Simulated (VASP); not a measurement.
# TiC (Fm-3m) in VASP: further runs

Runs on TiC. Level: PBE. Tasks: single point.

Program: VASP 6.6.1. These are calculated values, not measurements. Logs are shortened: lines on timing, memory, paths and dates and some standing lists are left out, and cuts for length are marked.

### Step 1. The crystal as given

The structure is cubic, space group Fm-3m (No. 225). Conventional cell: a = 4.319 Å, b = 4.319 Å, c = 4.319 Å, α = 90.00°, β = 90.00°, γ = 90.00°. Ti (site symmetry m-3m) is surrounded by 6 C at 2.16 Å. C (site symmetry m-3m) is surrounded by 6 Ti at 2.16 Å.

### Step 2. Single point, PBE

INCAR

```
  ALGO = Fast
  EDIFF = 1E-7
  ENCUT = 520
  GGA = PE
  ISIF = 2
  ISMEAR = 0
  LASPH = True
  LCHARG = False
  LREAL = False
  LWAVE = False
  NELM = 60
  PREC = Accurate
  SIGMA = 0.1
```

KPOINTS

```
k-points
0
Gamma
  10 10 10
```

POSCAR

```
TiC
1.0
    0.0000000000      2.1593000000      2.1593000000
    2.1593000000      0.0000000000      2.1593000000
    2.1593000000      2.1593000000      0.0000000000
Ti C
1 1
Direct
    0.0000000000      0.0000000000      0.0000000000
    0.5000000000      0.5000000000      0.5000000000
```

Potentials or basis: VASP PAW PBE potentials, release 64 (Ti_sv, C).

Run with:

```bash
> cat potpaw_PBE.64/Ti_sv/POTCAR potpaw_PBE.64/C/POTCAR > POTCAR
> mpirun -np 1 vasp_std > vasp.out
```

OUTCAR:

```text
EDIFF = 1E-7
   ENCUT = 520
   GGA = PE
   ISIF = 2
   ISMEAR = 0
   LASPH = True
   LREAL = False
   NELM = 60
   PREC = Accurate

 ion  position               nearest neighbor table
   1  0.000  0.000  0.000-   2 2.16   2 2.16   2 2.16   2 2.16   2 2.16   2 2.16
   2  0.500  0.500  0.500-   1 2.16   1 2.16   1 2.16   1 2.16   1 2.16   1 2.16

  LATTYP: Found a face centered cubic cell.
 ALAT       =     4.3186000000

  Lattice vectors:

 A1 = (   0.0000000000,   2.1593000000,   2.1593000000)
 A2 = (   2.1593000000,   0.0000000000,   2.1593000000)
 A3 = (   2.1593000000,   2.1593000000,   0.0000000000)

Analysis of symmetry for initial positions (statically):
=====================================================================
 Subroutine PRICEL returns:
 Original cell was already a primitive cell.

 Routine SETGRP: Setting up the symmetry group for a
 face centered cubic supercell.

 Subroutine GETGRP returns: Found 48 space group operations
 (whereof 48 operations were pure point group operations)
 out of a pool of 48 trial point group operations.

The static configuration has the point symmetry O_h .

Analysis of symmetry for dynamics (positions and initial velocities):
=====================================================================
 Subroutine PRICEL returns:
 Original cell was already a primitive cell.

 Routine SETGRP: Setting up the symmetry group for a
 face centered cubic supercell.

 Subroutine GETGRP returns: Found 48 space group operations
 (whereof 48 operations were pure point group operations)
 out of a pool of 48 trial point group operations.

The dynamic configuration has the point symmetry O_h .

 Subroutine INISYM returns: Found 48 space group operations
 (whereof 48 operations are pure point group operations),
 and found     1 'primitive' translations

----------------------------------------------------------------------------------------

                                     Primitive cell

  volume of cell :      20.1358

  direct lattice vectors                    reciprocal lattice vectors
     0.000000000  2.159300000  2.159300000    -0.231556523  0.231556523  0.231556523
     2.159300000  0.000000000  2.159300000     0.231556523 -0.231556523  0.231556523
     2.159300000  2.159300000  0.000000000     0.231556523  0.231556523 -0.231556523

  length of vectors
     3.053711345  3.053711345  3.053711345     0.401067663  0.401067663  0.401067663

  position of ions in fractional coordinates (direct lattice)
     0.000000000  0.000000000  0.000000000
     0.500000000  0.500000000  0.500000000

  ion indices of the primitive-cell ions
   primitive index   ion index
                 1           1
                 2           2

----------------------------------------------------------------------------------------

 KPOINTS: k-points

Automatic generation of k-mesh.
 Grid dimensions read from file:
 generate k-points for:   10   10   10

 Generating k-lattice:

  Cartesian coordinates                     Fractional coordinates (reciprocal lattice)
    -0.023155652  0.023155652  0.023155652     0.100000000  0.000000000  0.000000000
     0.023155652 -0.023155652  0.023155652     0.000000000  0.100000000  0.000000000
     0.023155652  0.023155652 -0.023155652     0.000000000  0.000000000  0.100000000

  Length of vectors
     0.040106766  0.040106766  0.040106766

  Shift w.r.t. Gamma in fractional coordinates (k-lattice)
     0.000000000  0.000000000  0.000000000

 Subroutine IBZKPT returns following result:
 ===========================================

 Found     47 irreducible k-points:

 Following reciprocal coordinates:
            Coordinates               Weight
  0.000000  0.000000  0.000000      1.000000
  0.100000  0.000000  0.000000      8.000000
  0.200000  0.000000  0.000000      8.000000
  0.300000  0.000000  0.000000      8.000000
  0.400000  0.000000  0.000000      8.000000
  0.500000  0.000000  0.000000      4.000000
[... 16 lines left out ...]
  0.300000  0.300000  0.000000      6.000000
  0.400000  0.300000  0.000000     24.000000
 [... further k-points ...]
   k-points           NKPTS =     47   k-points in BZ     NKDIM =     47   number of bands    NBANDS=     12
   number of dos      NEDOS =    301   number of ions     NIONS =      2
   total plane-waves  NPLWV =  13824
   dimension x,y,z NGX =    24 NGY =   24 NGZ =   24
   dimension x,y,z NGXF=    48 NGYF=   48 NGZF=   48
   ions per type =               1   1
   NGX,Y,Z   is equivalent  to a cutoff of  13.07, 13.07, 13.07 a.u.
   NGXF,Y,Z  is equivalent  to a cutoff of  26.13, 26.13, 26.13 a.u.
 SYSTEM =  unknown system
   PREC   = accura    normal or accurate (medium, high low for compatibility)
   ISTART =      0    job   : 0-new  1-cont  2-samecut
   ICHARG =      2    charge: 1-file 2-atom 10-const
   ISPIN  =      1    spin polarized calculation?
   LNONCOLLINEAR =      F non collinear calculations
   LSORBIT =      F    spin-orbit coupling
   LASPH  =      T    aspherical Exc in radial PAW
   ENCUT  =  520.0 eV  38.22 Ry    6.18 a.u.   5.68  5.68  5.68*2*pi/ulx,y,z
   NELM   =     60;   NELMIN=  2; NELMDL= -5     # of ELM steps
   EDIFF  = 0.1E-06   stopping-criterion for ELM
   LREAL  =      F    real-space projection
   EDIFFG = 0.1E-05   stopping-criterion for IOM
   NSW    =      0    number of steps for IOM
   IBRION =     -1    ionic relax: 0-MD 1-quasi-New 2-CG
   NFREE  =      0    steps in history (QN), initial steepest desc. (CG)
   ISIF   =      2    stress and relaxation
   ISYM   =      2    0-nonsym 1-usesym 2-fastsym
   POTIM  = 0.5000    time-step for ionic-motion
   TEBEG  =    0.0;   TEEND  =   0.0 temperature during run
   PSTRESS=    0.0 pullay stress
   NELECT =      16.0000    total number of electrons
   NUPDOWN=      -1.0000    fix difference up-down
   EMIN   =  10.00;   EMAX   =-10.00  energy-range for DOS
   EFERMI =   0.00;   METHOD = LEGACY
   ISMEAR =     0;   SIGMA  =   0.10  broadening in eV -4-tet -1-fermi 0-gaus
   EFERMI_NEDOS =   21; number of points for ismear=-14 and -15
   IALGO  =     68    algorithm
   IMIX   =      4    mixing-type and parameters
     AMIX     =   0.40;   BMIX     =  1.00
     AMIX_MAG =   1.60;   BMIX_MAG =  1.00
  volume/ion in A,a.u.               =      10.07        67.94
  Fermi-wavevector in a.u.,A,eV,Ry     =   1.516323  2.865436 31.283015  2.299237
  Thomas-Fermi vector in A             =   2.625728
   LORBIT       =      0    0 simple, 1 ext, 2 COOP (PROOUT), +10 PAW based schemes
   GGA     = PE    functional components
   LHFCALC =     F    Hartree Fock is set to
   AEXX    =    0.0000 exact exchange contribution
   IVDW    =     0    specifies the selected vdW correction
   LEPSILON=     F    determine dielectric tensor
   LRPA    =     F    only Hartree local field effects (RPA)
 non-spin polarized calculation
 RMM-DIIS sequential band-by-band and
 Gauss-broadening in eV      SIGMA  =   0.10
  energy-cutoff  :      520.00
  volume of cell :       20.14
 maximum number of plane-waves:       552
   NGX = 11   NGY = 11   NGZ = 11

 number of electron      16.0000002 magnetization

 Free energy of the ion-electron system (eV)
  ---------------------------------------------------
  ext. energy  EPLUGINS =         0.00000000
  ---------------------------------------------------
  free energy    TOTEN  =       -18.70720825 eV

  energy without entropy =      -18.70577445  energy(sigma->0) =      -18.70649135

 E-fermi :   9.5704     XC(G=0): -12.7441

 val. band max:        9.5543600707   @ k =   0.1000   0.0000   0.0000
 cond. band min:       9.6643104426   @ k =   0.1000   0.1000   0.0000
 fundamental gap:      0.1099503719
 Fermi energy:         9.5704366233

 k-point     1 :       0.0000    0.0000    0.0000
  band No.  band energies     occupation
      1     -47.0486      2.00000
      2     -23.0679      2.00000
      3     -23.0679      2.00000
      4     -23.0679      2.00000
      5      -2.9200      2.00000
      6      10.2126      0.00000
      7      10.2126      0.00000
      8      10.2126      0.00000
      9      11.2082      0.00000
     10      11.2082      0.00000
     11      11.2082      0.00000
     12      11.2473      0.00000

 k-point     2 :       0.1000    0.0000    0.0000
  band No.  band energies     occupation
      1     -47.0414      2.00000
      2     -23.1186      2.00000
      3     -23.0727      2.00000
      4     -23.0727      2.00000
      5      -2.6929      2.00000
      6       9.2621      1.99999
      7       9.5544      1.17986
      8       9.5544      1.17985
      9      10.5598      0.00000
     10      10.5598      0.00000
     11      11.6640      0.00000
     12      12.8842      0.00000

 k-point     3 :       0.2000    0.0000    0.0000
  band No.  band energies     occupation
      1     -47.0226      2.00000
      2     -23.2495      2.00000
      3     -23.0851      2.00000
      4     -23.0851      2.00000
      5      -2.0475      2.00000
      6       7.6337      2.00000
      7       8.3213      2.00000
      8       8.3213      2.00000
      9      10.9904      0.00000
     10      10.9904      0.00000
     11      12.1334      0.00000
     12      14.5989      0.00000
[... 286 lines left out ...]
 k-point    23 :       0.3000    0.3000    0.0000
  band No.  band energies     occupation
      1     -46.9828      2.00000
      2     -23.3719      2.00000
      3     -23.1814      2.00000
      4     -23.1814      2.00000
      5      -1.0573      2.00000
      6       5.6926      2.00000
      7       8.5653      2.00000
      8       9.1251      2.00000
      9       9.1251      2.00000
     10      11.8869      0.00000
     11      13.4524      0.00000
     12      13.4527      0.00000

 k-point    24 :       0.4000    0.3000    0.0000
  band No.  band energies     occupation
      1     -46.9677      2.00000
      2     -23.4367      2.00000
      3     -23.2149      2.00000
      4     -23.1995      2.00000
      5      -0.6848      2.00000
      6       5.5671      2.00000
      7       7.7084      2.00000
      8       8.7611      2.00000
      9       9.7364      0.01895
     10      12.4066      0.00000
     11      13.4169      0.00000
     12      13.6383      0.00000

 [... further k-points ...]
[... 5 lines left out ...]
  --------------------------------------------------------------------------------------
  -------------------------------------------------------------------------------------
  Total        0.3501104      0.3501104      0.3501104      0.0000000     -0.0000000     -0.0000000
  in kB       27.8577923     27.8577923     27.8577923      0.0000000     -0.0000000     -0.0000000
  external PRESSURE =      27.8577923 kB  Pullay stress =       0.0000000 kB

 VOLUME and BASIS-vectors are now :
 -----------------------------------------------------------------------------
  energy-cutoff  :      520.00
  volume of cell :       20.14
      direct lattice vectors                 reciprocal lattice vectors
     0.000000000  2.159300000  2.159300000    -0.231556523  0.231556523  0.231556523
     2.159300000  0.000000000  2.159300000     0.231556523 -0.231556523  0.231556523
     2.159300000  2.159300000  0.000000000     0.231556523  0.231556523 -0.231556523

 POSITION                                       TOTAL-FORCE (eV/Angst)
 -----------------------------------------------------------------------------------
      0.00000      0.00000      0.00000         0.000000      0.000000      0.000000
      2.15930      2.15930      2.15930         0.000000      0.000000     -0.000000
 -----------------------------------------------------------------------------------
    total drift:                                0.000000     -0.000000     -0.000000

  FREE ENERGIE OF THE ION-ELECTRON SYSTEM (eV)
  ---------------------------------------------------
  free  energy   TOTEN  =       -18.7072082457 eV

  energy  without entropy=      -18.7057744506  energy(sigma->0) =      -18.70649135
```

Run time: 24 s. Hardware: 1 thread of Intel Xeon 6975P-C (Granite Rapids), shared host; peak memory 0.14 GiB.

Results:

```yaml
Free_energy: -18.7072 eV
Pressure: 2.8 GPa
Band_gap_on_the_k_mesh: none (metal or under the smearing width)
```

Levels at points of the mesh, in eV from the Fermi level:
| k point | band 6 | band 7 | band 8 | band 9 | band 10 | band 11 |
| --- | --- | --- | --- | --- | --- | --- |
| (0.00, 0.00, 0.00) | 0.64 | 0.64 | 0.64 | 1.64 | 1.64 | 1.64 |
| (0.50, 0.00, 0.00) | -5.93 | -2.97 | -2.97 | 2.90 | 2.90 | 4.09 |
| (0.50, 0.50, 0.00) | -3.49 | -1.70 | -0.08 | -0.08 | 2.68 | 3.50 |

### Step 3. Single point, PBE

INCAR is that of step 2.

KPOINTS

```
k-points
0
Gamma
  14 14 14
```

POSCAR is that of step 2.

Potentials or basis: VASP PAW PBE potentials, release 64 (Ti_sv, C).

Run with:

```bash
> cat potpaw_PBE.64/Ti_sv/POTCAR potpaw_PBE.64/C/POTCAR > POTCAR
> mpirun -np 1 vasp_std > vasp.out
```

Run time: 43 s. Hardware: 1 thread of Intel Xeon 6975P-C (Granite Rapids), shared host; peak memory 0.16 GiB.

The run converged. Its results:

```
Free energy            : -18.7079 eV
Pressure               : 2.7 GPa
Band gap on the k mesh : none (metal or under the smearing width)
```

Levels at points of the mesh, in eV from the Fermi level:
```
           k point  band 4  band 5  band 6  band 7  band 8  band 9  band 10  band 11  band 12
(0.00, 0.00, 0.00)  -32.58  -12.43    0.70    0.70    0.70    1.69     1.69     1.69     1.74
(0.50, 0.00, 0.00)  -32.63   -8.91   -5.87   -2.92   -2.92    2.95     2.95     4.15     8.27
(0.50, 0.50, 0.00)  -32.75  -10.14   -3.43   -1.64   -0.02   -0.02     2.74     3.56     3.56
```

### Step 4. Single point, PBE

INCAR is that of step 3.

KPOINTS

```
k-points
0
Gamma
  18 18 18
```

POSCAR is that of step 3.

Run with:

```bash
> cat potpaw_PBE.64/Ti_sv/POTCAR potpaw_PBE.64/C/POTCAR > POTCAR
> mpirun -np 1 vasp_std > vasp.out
```

It took 91 s on 1 thread of Intel Xeon 6975P-C (Granite Rapids), shared host; peak memory 0.18 GiB.

Results (log left out):

```
Free energy            : -18.7080 eV
Pressure               : 2.7 GPa
Band gap on the k mesh : none (metal or under the smearing width)
```

Levels at points of the mesh, in eV from the Fermi level:
```tsv
k point	band 4	band 5	band 6	band 7	band 8	band 9	band 10	band 11	band 12
(0.00, 0.00, 0.00)	-32.59	-12.45	0.69	0.69	0.69	1.68	1.68	1.68	1.72
(0.50, 0.00, 0.00)	-32.64	-8.93	-5.89	-2.93	-2.93	2.94	2.94	4.14	8.26
(0.50, 0.50, 0.00)	-32.76	-10.16	-3.44	-1.65	-0.04	-0.04	2.73	3.55	3.55
```

### Step 5. Single point, PBE

INCAR is that of step 4.

KPOINTS

```
k-points
0
Gamma
  22 22 22
```

POSCAR is that of step 4.

Run with:

```bash
> cat potpaw_PBE.64/Ti_sv/POTCAR potpaw_PBE.64/C/POTCAR > POTCAR
> mpirun -np 1 vasp_std > vasp.out
```

It took 2.2 min on 1 thread of Intel Xeon 6975P-C (Granite Rapids), shared host; peak memory 0.21 GiB.

The run converged. Its results:

* Free energy: -18.7082 eV
* Pressure: 2.7 GPa
* Band gap on the k mesh: none (metal or under the smearing width)

Levels at points of the mesh, in eV from the Fermi level:
| k point | band 4 | band 5 | band 6 | band 7 | band 8 | band 9 | band 10 | band 11 | band 12 |
| --- | --- | --- | --- | --- | --- | --- | --- | --- | --- |
| (0.00, 0.00, 0.00) | -32.58 | -12.43 | 0.70 | 0.70 | 0.70 | 1.69 | 1.69 | 1.69 | 1.74 |
| (0.50, 0.00, 0.00) | -32.63 | -8.91 | -5.87 | -2.92 | -2.92 | 2.96 | 2.96 | 4.15 | 8.27 |
| (0.50, 0.50, 0.00) | -32.75 | -10.14 | -3.43 | -1.64 | -0.02 | -0.02 | 2.74 | 3.56 | 3.56 |

### Step 6. Single point, PBE

INCAR, as its differences from that of step 5:

```diff
@@ -2,3 +2,3 @@
   EDIFF = 1E-7
-  ENCUT = 520
+  ENCUT = 200
   GGA = PE
```

KPOINTS

```
k-points
0
Gamma
  12 12 12
```

POSCAR is that of step 5.

Potentials or basis: VASP PAW PBE potentials, release 64 (Ti_sv, C).

Run with:

```bash
> cat potpaw_PBE.64/Ti_sv/POTCAR potpaw_PBE.64/C/POTCAR > POTCAR
> mpirun -np 1 vasp_std > vasp.out
```

It took 9 s on 1 thread of Intel Xeon 6975P-C (Granite Rapids), shared host; peak memory 0.11 GiB.

The run converged, but a check on its numbers failed (symmetry, net force, bounds or a known fault of this set-up), so they aren't taken as properties of the crystal.

Caveat: the cutoff lies under the usual one of these potentials, so the numbers hold a large basis-set error; a pressure of tens of GPa on the cell as given is suspect, and the run, the potentials or the cell itself is likely at fault.

### Step 7. Overview

```csv
k mesh,gap on the mesh (eV),pressure (GPa)
10 × 10 × 10,none,2.8
14 × 14 × 14,none,2.7
18 × 18 × 18,none,2.7
22 × 22 × 22,none,2.7
```

Alike in all rows: task single point; level PBE; potentials or basis VASP PAW PBE potentials, release 64 (Ti_sv, C); no spin polarisation; cell as given; cutoff (eV) 520; smearing gaussian 0.1 eV.

Every run on the cell as given and a fine mesh finds a metal.

Absolute energies hang on the potentials; compare differences alone.
